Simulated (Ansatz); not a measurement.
input.yaml

```yaml
crystal:
  lattice:
    - [3.0733627996, 0.0, 0.0]
    - [0.0, 3.0733627996, 0.0]
    - [0.0, 0.0, 22.1258323344]
  atoms:
    - { symbol: Al, position: [0.5, 0.5, 0.3389702989] }
    - { symbol: Ru, position: [0.0, 0.0, 0.4070268697] }
    - { symbol: Al, position: [0.5, 0.5, 0.4637639494] }
    - { symbol: Al, position: [0.0, 0.0, 0.5362360506] }
    - { symbol: Ru, position: [0.5, 0.5, 0.5929731303] }
    - { symbol: Al, position: [0.0, 0.0, 0.6610297011] }
basis:
  ecutwfc: 420
kpoints:
  mp_grid: { grid: [11, 11, 1] }
hamiltonian:
  xc: pbesol
scf:
  occupations: { method: gaussian, width: 0.1 }
output:
  forces: true
  eigenvalues: true
  write_density: true
  write_potential: true
  elf: true
  volumetric_format: npy
relax:
  adjacent_minimum: "off"
  f_tol: 0.02
  max_steps: 60
efield:
  axis: 3
  dipole_correction: true
  ramp_width: 0.04
```

Run as
```bash
ansatz run input.yaml --threads 1 --pin off --max-ram 2560MiB --backend cpu --events-out ev --progress --plain --runs-dir out
```

These are results of DFT PBEsol, scalar-relativistic, plane waves, PAW in Ansatz, not measurements.

From the run's log, abridged (iterations and final results):

```
SCF iter   1: F=—  HF=-13732.858821 eV  |F-HF|=—  |Δ(HF+E_count)|=         —  Δρ=3.54e-3  dr2=8.29e-2  ethr=1.77e-3  p=0.000 e·Å  D=7.31e-14 V/Å  ΔV_dip= 0.00 eV  dr2_dipole=7.86e-8  V_vac-E_F(+/−)=3.88/3.88 eV  ⟨swp⟩=9.1  Hψ=3293  notcnv=0
efield: sawtooth ramp at fractional position 0.9800 (placed from the atoms, in the widest stretch of the axis that holds none; the zero of the levels goes with the place), width 0.0400; the density the first Hamiltonian is built on has a dipole p = 0.000 e·Å; the dipole correction subtracts the counter field D = 7.31e-14 V/Å, which shifts the + side's vacuum level by  0.00 eV against the − side's; the planar-averaged density in the ramp window peaks in size at 6.3e-5 e/Å³
SCF iter   2: F=—  HF=-13732.881734 eV  |F-HF|=—  |Δ(HF+E_count)|=   2.29e-2  Δρ=4.45e-3  dr2=2.84e-1  ethr=1.88e-4  p=0.000 e·Å  D=5.52e-6 V/Å  ΔV_dip= 0.00 eV  dr2_dipole=1.44e-8  V_vac-E_F(+/−)=3.62/3.62 eV  ⟨swp⟩=2.3  Hψ=1164  notcnv=0  defer=21  recentre
SCF iter   3: F=—  HF=-13732.852067 eV  |F-HF|=—  |Δ(HF+E_count)|=   2.97e-2  Δρ=1.49e-3  dr2=1.67e-2  ethr=1.88e-4  p=0.000 e·Å  D=2.71e-6 V/Å  ΔV_dip= 0.00 eV  dr2_dipole=2.90e-9  V_vac-E_F(+/−)=3.73/3.73 eV  ⟨swp⟩=2.1  Hψ=965  notcnv=0  defer=21
SCF iter   4: F=—  HF=-13732.850639 eV  |F-HF|=—  |Δ(HF+E_count)|=   1.43e-3  Δρ=3.52e-4  dr2=8.44e-4  ethr=3.80e-5  p= 0.000 e·Å  D=-1.54e-6 V/Å  ΔV_dip=0.00 eV  dr2_dipole=3.19e-10  V_vac-E_F(+/−)=3.57/3.57 eV  ⟨swp⟩=2.1  Hψ=976  notcnv=0  defer=12
SCF iter   5: F=—  HF=-13732.850678 eV  |F-HF|=—  |Δ(HF+E_count)|=   3.96e-5  Δρ=1.21e-4  dr2=1.29e-4  ethr=1.92e-6  p= 0.000 e·Å  D=-3.22e-6 V/Å  ΔV_dip=0.00 eV  dr2_dipole=8.46e-10  V_vac-E_F(+/−)=3.51/3.51 eV  ⟨swp⟩=2.3  Hψ=856  notcnv=0  defer=8
SCF iter   6: F=—  HF=-13732.850695 eV  |F-HF|=—  |Δ(HF+E_count)|=   1.63e-5  Δρ=1.03e-4  dr2=4.67e-5  ethr=2.93e-7  p= 0.000 e·Å  D=-2.21e-6 V/Å  ΔV_dip=0.00 eV  dr2_dipole=3.95e-9  V_vac-E_F(+/−)=3.48/3.48 eV  ⟨swp⟩=2.3  Hψ=957  notcnv=0  defer=8
SCF iter   7: F=-13732.850686 eV  HF=-13732.850691 eV  |F-HF|=5.23e-6  |Δ(HF+E_count)|=   3.53e-6  Δρ=5.18e-5  dr2=8.45e-6  ethr=2.27e-8  p= 0.000 e·Å  D=-1.71e-6 V/Å  ΔV_dip=0.00 eV  dr2_dipole=5.10e-10  V_vac-E_F(+/−)=3.47/3.47 eV  ⟨swp⟩=17.7  Hψ=6509  notcnv=0
SCF iter   8: F=-13732.850690 eV  HF=-13732.850691 eV  |F-HF|=1.06e-6  |Δ(HF+E_count)|=   7.30e-8  Δρ=1.34e-5  dr2=1.45e-6  ethr=1.92e-8  p= 0.000 e·Å  D=-6.45e-7 V/Å  ΔV_dip=0.00 eV  dr2_dipole=1.82e-11  V_vac-E_F(+/−)=3.47/3.47 eV  ⟨swp⟩=12.9  Hψ=5491  notcnv=0
SCF 1 converged in 8 iterations: F = -13732.850690 eV  dr2 = 1.45e-6
relax step   1: F+E_penalty+E_count = -13732.85069010 eV  Δ(F+E_penalty+E_count) = +0.000e0 eV  max|allowed force component| = 9.307e-1 eV/Å  Δτ_max = 0.0000 Å  (8 SCF iters, dr2 threshold 1.00e-5 eV, accepted)
Initial density: handed on by an earlier stage of this run
Initial wavefunctions: those handed on with the density
SCF iter   1: F=—  HF=-13733.000420 eV  |F-HF|=—  |Δ(HF+E_count)|=         —  Δρ=4.38e-3  dr2=8.71e-2  ethr=1.96e-4  p= 0.000 e·Å  D=-6.45e-7 V/Å  ΔV_dip=0.00 eV  dr2_dipole=1.09e-11  V_vac-E_F(+/−)=3.27/3.27 eV  ⟨swp⟩=1.9  Hψ=2672  notcnv=0  defer=13
efield: sawtooth ramp at fractional position 0.9800 (handed on by an earlier solve), width 0.0400; the density the first Hamiltonian is built on has a dipole p =  0.000 e·Å; the dipole correction subtracts the counter field D = -6.45e-7 V/Å, which shifts the + side's vacuum level by +0.00 eV against the − side's; the planar-averaged density in the ramp window peaks in size at 1.5e-6 e/Å³
SCF iter   2: F=—  HF=-13732.992844 eV  |F-HF|=—  |Δ(HF+E_count)|=   7.58e-3  Δρ=2.83e-3  dr2=8.59e-2  ethr=1.96e-4  p= 0.000 e·Å  D=-1.19e-7 V/Å  ΔV_dip=0.00 eV  dr2_dipole=3.88e-11  V_vac-E_F(+/−)=3.16/3.16 eV  ⟨swp⟩=2.2  Hψ=1008  notcnv=0  defer=13
SCF iter   3: F=—  HF=-13732.983467 eV  |F-HF|=—  |Δ(HF+E_count)|=   9.38e-3  Δρ=7.40e-4  dr2=3.01e-3  ethr=1.95e-4  p= 0.000 e·Å  D=-1.33e-7 V/Å  ΔV_dip=0.00 eV  dr2_dipole=3.64e-11  V_vac-E_F(+/−)=3.17/3.17 eV  ⟨swp⟩=2.0  Hψ=858  notcnv=0  defer=13
SCF iter   4: F=—  HF=-13732.983136 eV  |F-HF|=—  |Δ(HF+E_count)|=   3.31e-4  Δρ=2.87e-4  dr2=3.99e-4  ethr=6.83e-6  p=0.000 e·Å  D=8.52e-8 V/Å  ΔV_dip= 0.00 eV  dr2_dipole=9.19e-11  V_vac-E_F(+/−)=3.14/3.14 eV  ⟨swp⟩=3.2  Hψ=1360  notcnv=0  defer=13
SCF iter   5: F=-13732.983137 eV  HF=-13732.983142 eV  |F-HF|=5.69e-6  |Δ(HF+E_count)|=   6.40e-6  Δρ=6.25e-5  dr2=3.29e-5  ethr=1.23e-7  p=0.000 e·Å  D=5.55e-8 V/Å  ΔV_dip= 0.00 eV  dr2_dipole=1.31e-11  V_vac-E_F(+/−)=3.13/3.13 eV  ⟨swp⟩=19.3  Hψ=6644  notcnv=0
SCF 2 converged in 5 iterations: F = -13732.983137 eV  dr2 = 3.29e-5
relax step   2: F+E_penalty+E_count = -13732.98313668 eV  Δ(F+E_penalty+E_count) = -1.324e-1 eV  max|allowed force component| = 3.530e-1 eV/Å  Δτ_max = 0.1113 Å  (5 SCF iters, dr2 threshold 5.41e-5 eV, accepted)
SCF iter   1: F=—  HF=-13733.014047 eV  |F-HF|=—  |Δ(HF+E_count)|=         —  Δρ=5.35e-3  dr2=8.73e-2  ethr=4.82e-4  p=0.000 e·Å  D=5.55e-8 V/Å  ΔV_dip= 0.00 eV  dr2_dipole=1.99e-11  V_vac-E_F(+/−)=3.11/3.11 eV  ⟨swp⟩=3.9  Hψ=1581  notcnv=0  defer=13
efield: sawtooth ramp at fractional position 0.9800 (handed on by an earlier solve), width 0.0400; the density the first Hamiltonian is built on has a dipole p = 0.000 e·Å; the dipole correction subtracts the counter field D = 5.55e-8 V/Å, which shifts the + side's vacuum level by  0.00 eV against the − side's; the planar-averaged density in the ramp window peaks in size at 9.7e-7 e/Å³
SCF iter   2: F=—  HF=-13733.002156 eV  |F-HF|=—  |Δ(HF+E_count)|=   1.19e-2  Δρ=1.89e-3  dr2=3.22e-2  ethr=1.98e-4  p=0.000 e·Å  D=1.81e-7 V/Å  ΔV_dip= 0.00 eV  dr2_dipole=1.35e-10  V_vac-E_F(+/−)=3.05/3.05 eV  ⟨swp⟩=2.5  Hψ=1217  notcnv=0  defer=11
SCF iter   3: F=—  HF=-13732.999376 eV  |F-HF|=—  |Δ(HF+E_count)|=   2.78e-3  Δρ=5.01e-4  dr2=1.18e-3  ethr=7.32e-5  p=0.000 e·Å  D=4.07e-8 V/Å  ΔV_dip= 0.00 eV  dr2_dipole=2.12e-12  V_vac-E_F(+/−)=3.03/3.03 eV  ⟨swp⟩=2.0  Hψ=824  notcnv=0  defer=12
SCF iter   4: F=—  HF=-13732.999299 eV  |F-HF|=—  |Δ(HF+E_count)|=   7.62e-5  Δρ=2.96e-4  dr2=4.96e-4  ethr=2.69e-6  p= 0.000 e·Å  D=-5.97e-9 V/Å  ΔV_dip=0.00 eV  dr2_dipole=9.68e-12  V_vac-E_F(+/−)=3.02/3.02 eV  ⟨swp⟩=3.5  Hψ=1265  notcnv=0  defer=12
SCF iter   5: F=—  HF=-13732.999273 eV  |F-HF|=—  |Δ(HF+E_count)|=   2.64e-5  Δρ=1.44e-4  dr2=1.59e-4  ethr=1.13e-6  p= 0.000 e·Å  D=-2.47e-8 V/Å  ΔV_dip=0.00 eV  dr2_dipole=1.07e-12  V_vac-E_F(+/−)=3.01/3.01 eV  ⟨swp⟩=1.1  Hψ=605  notcnv=0  defer=11
SCF iter   6: F=-13732.999267 eV  HF=-13732.999268 eV  |F-HF|=1.55e-6  |Δ(HF+E_count)|=   4.86e-6  Δρ=3.11e-5  dr2=4.36e-6  ethr=1.77e-8  p= 0.000 e·Å  D=-9.38e-9 V/Å  ΔV_dip=0.00 eV  dr2_dipole=1.46e-11  V_vac-E_F(+/−)=3.00/3.00 eV  ⟨swp⟩=18.8  Hψ=6479  notcnv=0
SCF iter   7: F=-13732.999268 eV  HF=-13732.999269 eV  |F-HF|=2.62e-7  |Δ(HF+E_count)|=   5.31e-7  Δρ=1.35e-5  dr2=6.68e-7  ethr=9.91e-9  p=0.000 e·Å  D=5.09e-9 V/Å  ΔV_dip= 0.00 eV  dr2_dipole=2.40e-12  V_vac-E_F(+/−)=2.99/2.99 eV  ⟨swp⟩=12.1  Hψ=5350  notcnv=0
SCF 3 converged in 7 iterations: F = -13732.999268 eV  dr2 = 6.68e-7
relax step   3: F+E_penalty+E_count = -13732.99926837 eV  Δ(F+E_penalty+E_count) = -1.613e-2 eV  max|allowed force component| = 7.755e-2 eV/Å  Δτ_max = 0.0528 Å  (7 SCF iters, dr2 threshold 7.79e-6 eV, accepted)
SCF iter   1: F=—  HF=-13733.000087 eV  |F-HF|=—  |Δ(HF+E_count)|=         —  Δρ=4.34e-4  dr2=1.81e-3  ethr=4.14e-5  p=0.000 e·Å  D=5.09e-9 V/Å  ΔV_dip= 0.00 eV  dr2_dipole=3.32e-12  V_vac-E_F(+/−)=2.99/2.99 eV  ⟨swp⟩=2.0  Hψ=1273  notcnv=0  defer=10
efield: sawtooth ramp at fractional position 0.9800 (handed on by an earlier solve), width 0.0400; the density the first Hamiltonian is built on has a dipole p = 0.000 e·Å; the dipole correction subtracts the counter field D = 5.09e-9 V/Å, which shifts the + side's vacuum level by  0.00 eV against the − side's; the planar-averaged density in the ramp window peaks in size at 7.7e-7 e/Å³
SCF iter   2: F=—  HF=-13732.999888 eV  |F-HF|=—  |Δ(HF+E_count)|=   1.99e-4  Δρ=1.30e-4  dr2=3.33e-5  ethr=4.12e-6  p=0.000 e·Å  D=1.45e-8 V/Å  ΔV_dip= 0.00 eV  dr2_dipole=4.65e-12  V_vac-E_F(+/−)=2.98/2.98 eV  ⟨swp⟩=2.0  Hψ=896  notcnv=0  defer=11
SCF iter   3: F=—  HF=-13732.999957 eV  |F-HF|=—  |Δ(HF+E_count)|=   6.98e-5  Δρ=8.98e-5  dr2=3.36e-5  ethr=7.57e-8  p= 0.000 e·Å  D=-1.15e-9 V/Å  ΔV_dip=0.00 eV  dr2_dipole=6.21e-12  V_vac-E_F(+/−)=2.98/2.98 eV  ⟨swp⟩=2.9  Hψ=1233  notcnv=0  defer=11
SCF iter   4: F=—  HF=-13732.999948 eV  |F-HF|=—  |Δ(HF+E_count)|=   9.18e-6  Δρ=1.15e-5  dr2=7.85e-7  ethr=7.57e-8  p=0.000 e·Å  D=6.72e-9 V/Å  ΔV_dip= 0.00 eV  dr2_dipole=1.56e-13  V_vac-E_F(+/−)=2.98/2.98 eV  ⟨swp⟩=2.5  Hψ=979  notcnv=0  defer=10
SCF iter   5: F=-13732.999951 eV  HF=-13732.999951 eV  |F-HF|=3.19e-7  |Δ(HF+E_count)|=   2.47e-6  Δρ=2.61e-6  dr2=1.03e-8  ethr=2.27e-10  p=0.000 e·Å  D=1.23e-8 V/Å  ΔV_dip= 0.00 eV  dr2_dipole=1.10e-14  V_vac-E_F(+/−)=2.98/2.98 eV  ⟨swp⟩=16.4  Hψ=5443  notcnv=0
SCF iter   6: F=-13732.999951 eV  HF=-13732.999951 eV  |F-HF|=2.66e-9  |Δ(HF+E_count)|=   3.20e-7  Δρ=8.10e-7  dr2=1.59e-9  ethr=2.33e-11  p=0.000 e·Å  D=1.61e-8 V/Å  ΔV_dip= 0.00 eV  dr2_dipole=2.11e-14  V_vac-E_F(+/−)=2.98/2.98 eV  ⟨swp⟩=9.5  Hψ=4349  notcnv=0
SCF iter   7: F=-13732.999951 eV  HF=-13732.999951 eV  |F-HF|=3.77e-10  |Δ(HF+E_count)|=   2.86e-9  Δρ=2.85e-7  dr2=2.51e-10  ethr=3.62e-12  p=0.000 e·Å  D=1.79e-8 V/Å  ΔV_dip= 0.00 eV  dr2_dipole=1.96e-16  V_vac-E_F(+/−)=2.98/2.98 eV  ⟨swp⟩=6.9  Hψ=3946  notcnv=0
SCF 4 converged in 7 iterations: F = -13732.999951 eV  dr2 = 2.51e-10
relax step   4: F+E_penalty+E_count = -13732.99995090 eV  Δ(F+E_penalty+E_count) = -6.825e-4 eV  max|allowed force component| = 1.452e-2 eV/Å  Δτ_max = 0.0079 Å  (7 SCF iters, accepted)
WARN: The output density's exchange-correlation potential varies sharply where the density is thin. Do not read a vacuum level from v_tot or v_xc, or from such a field of the output density. On a cell that repeats whose density bears no net charge and no dipole along the vacuum's axis use v_es (v_loc + v_h of the components); under efield.dipole_correction with no amplitude use v_es + v_field, which holds any external_charges[].barrier, or the levels of the report's work_function block, which leave it out; under a non-zero efield.amplitude the vacuum is tilted and has no level; on a cell that repeats and bears such a dipole with no correction it is tilted too, and efield.dipole_correction wi ...
SCF converged after 7 iterations
Free energy (F): -13732.999951 eV
Harris-Foulkes:  -13732.999951 eV  (|F-HF|=3.77e-10)
Internal energy: -13732.983545 eV  (E = F + TS)
E sigma→0 (E₀):  -13732.991748 eV
Entropy (-TS):   -0.016406 eV (-2.734 meV/atom)
Fermi energy:    3.979530 eV
Dipole field:    D = 0.000000 V/Å  (p = 0.000000 e·Å, saw-weighted, corrected)
Work function:   Φ+ = 2.9773 eV   Φ− = 2.9773 eV
Levels:          The Fermi level and band energies are counted from a zero that moves with the ramp; work functions are not
--- Per-component energies (eV) ---
  E_band       = -745.507602
  E_kinetic    = 1131.086688
  E_local      = -32400.314750  (includes V_loc(G=0)·N_el)
  E_nonlocal   = 733.725433
  E_hartree    = 15424.809095
  E_xc         = -539.017837
  E_vxc        = -597.161172  (∫ρ·V_xc dr)
  E_paw        = -8620.161055  (= ΣΔE_a)
  E_vpaw       = -462.461209  (= ΣTr[D̂ρ^β])
  E_aug_tail   = -0.000385  (compensation charges beyond the density's cutoff)
  E_efield     = 0.000000  (sawtooth field / dipole correction)
  E_vefield    =  0.000000  (∫n·V_field dr)
  E_ewald      = 10536.306117
  E_core_change = 0.583148  (= ΣΔE_core)
  E_smearing   = -0.016406  (= −TS)
--- Forces (eV/Å), atoms counted from 1 ---
  atom   1  Al     0.00000000     0.00000000     0.00784580
  atom   2  Ru     0.00000000     0.00000000    -0.00290559
  atom   3  Al     0.00000000     0.00000000    -0.01451771
  atom   4  Al     0.00000000     0.00000000     0.01451886
  atom   5  Ru     0.00000000     0.00000000     0.00290443
  atom   6  Al     0.00000000     0.00000000    -0.00784581
--- Band table (eV; the first three rows and the last of 21) ---
  k-point 0: bands = ["-68.7882", "-68.7882", "-38.8518", "-38.8518", "-38.8518", "-38.8518", "-38.7656", "-38.7644", "-7.0483", "-5.5661", "-4.0728", "-1.6703", "-1.1579", "-0.4824", "-0.4097", "1.0540", "1.8271", "1.8271", "2.0320", "2.0320", "2.7540", "2.7648", "4.0263", "4.3211", "6.6497", "7.3078", "7.4581", "7.6982"]
  k-point 1: bands = ["-68.7873", "-68.7873", "-38.8647", "-38.8647", "-38.8507", "-38.8507", "-38.7642", "-38.7631", "-6.9102", "-5.4145", "-3.9685", "-1.6056", "-1.0543", "-0.4373", "-0.3509", "0.9588", "1.7605", "1.8571", "1.8901", "2.0545", "2.5697", "2.5749", "4.0976", "4.4820", "6.6874", "6.7523", "7.4255", "7.5532"]
  k-point 2: bands = ["-68.7850", "-68.7850", "-38.8991", "-38.8991", "-38.8477", "-38.8477", "-38.7605", "-38.7595", "-6.5033", "-4.9719", "-3.6678", "-1.4632", "-0.7724", "-0.3762", "-0.2091", "0.7480", "1.5834", "1.5965", "1.9366", "2.0988", "2.1359", "2.1509", "4.2337", "4.7829", "5.3961", "6.8288", "7.1195", "7.6691"]
  k-point 20: bands = ["-68.7667", "-68.7667", "-38.9905", "-38.9904", "-38.9903", "-38.9902", "-38.7332", "-38.7332", "-3.0680", "-3.0275", "-1.3833", "-1.1520", "-0.3267", "-0.2201", "0.5193", "0.8977", "1.1778", "1.5350", "2.3642", "2.4349", "3.9576", "4.0407", "4.0817", "4.2717", "5.0567", "5.2766", "6.1353", "6.4674"]
--- Relaxed structure (4 steps of the walk, 4 accepted, 0 SCFs on fresh bases) ---
  F+E_penalty+E_count = -13732.99995090 eV   max|allowed force component| = 1.452e-2 eV/Å
  atoms:
    - { symbol: Al, position: [0.5, 0.5, 0.34340894] }
    - { symbol: Ru, position: [0.0, 0.0, 0.40357054] }
    - { symbol: Al, position: [0.5, 0.5, 0.46434411] }
    - { symbol: Al, position: [0.0, 0.0, 0.53565588] }
    - { symbol: Ru, position: [0.5, 0.5, 0.59642945] }
    - { symbol: Al, position: [0.0, 0.0, 0.65659105] }
```

The relaxation met its thresholds.

It took 110 s on 1 thread of Intel(R) Xeon(R) Processor @ 2.50GHz (Skylake/Cascade Lake) (shared host), peak memory 0.47 GiB.